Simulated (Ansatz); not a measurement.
Runs of Ansatz 0.2.0 on KF (Carobbiite). It takes space group Fm-3m (No. 225, cubic). The conventional cell has a = 5.344 Å, b = 5.344 Å, c = 5.344 Å, α = 90.00°, β = 90.00°, γ = 90.00°. K (site symmetry m-3m) is surrounded by 6 F at 2.67 Å. Around F (site symmetry m-3m) lie 6 K at 2.67 Å. 

```tsv
task	level	potentials or basis	k mesh	cutoff (eV)	smearing	basis error allowed	mesh quality	gap on the mesh (eV)	pressure (GPa)	V0 of scaled cells (Å³/atom)	B0 (GPa)
band structure	PBEsol	all-electron LAPW, inner shells corrected to Dirac's equation	9 × 9 × 9	203	fermi-dirac 0.05 eV	0.001 eV/atom	not flagged	6.04	-0.7	-	-
equation of state	PBEsol	all-electron LAPW, scalar-relativistic	9 × 9 × 9	-	fermi-dirac 0.05 eV	0.0005 eV/atom	not flagged	-	-	18.68	33
band structure	PBEsol	all-electron LAPW, scalar-relativistic	9 × 9 × 9	203	fermi-dirac 0.05 eV	0.001 eV/atom	not flagged	6.04	-0.7	-	-
band structure	PBEsol	all-electron LAPW, non-relativistic	9 × 9 × 9	203	fermi-dirac 0.05 eV	0.001 eV/atom	not flagged	(a)	-0.6	-	-
single point	PBE	all-electron LAPW, scalar-relativistic	4 × 4 × 4	187	fermi-dirac 0.04 eV	0.002 eV/atom	coarse	6.18	1.4	-	-
dielectric tensor	LDA	all-electron PAW datasets made for the crystal	9 × 9 × 9	310	fixed	-	not flagged	5.80	-	-	-
band structure	PBEsol	all-electron PAW datasets made for the crystal	9 × 9 × 9	280	fermi-dirac 0.05 eV	-	not flagged	6.04	-0.7	-	-
single point	PBE	all-electron LAPW, scalar-relativistic	9 × 9 × 9	204	fermi-dirac 0.05 eV	0.001 eV/atom	not flagged	6.18	1.4	-	-
single point	PBE	all-electron LAPW, scalar-relativistic	6 × 6 × 6	187	fermi-dirac 0.02 eV	0.002 eV/atom	not flagged	6.18	1.4	-	-
equation of state	PBEsol	all-electron LAPW, scalar-relativistic	9 × 9 × 9	-	fermi-dirac 0.05 eV	0.001 eV/atom	not flagged	-	-	18.68	33
single point	LDA	all-electron LAPW, scalar-relativistic	9 × 9 × 9	202	gaussian 0.1 eV	0.001 eV/atom	not flagged	5.80	-3.5	-	-
```

Alike in all rows: no spin polarisation; cell as given.

Problem. Estimate the missing entries.

Solution. (a) 6.11.

Caveats: some runs use coarse meshes; an odd mesh through Γ misses points on the zone boundary, where band edges often lie (some runs).

Not every run made on this cell is shown here.
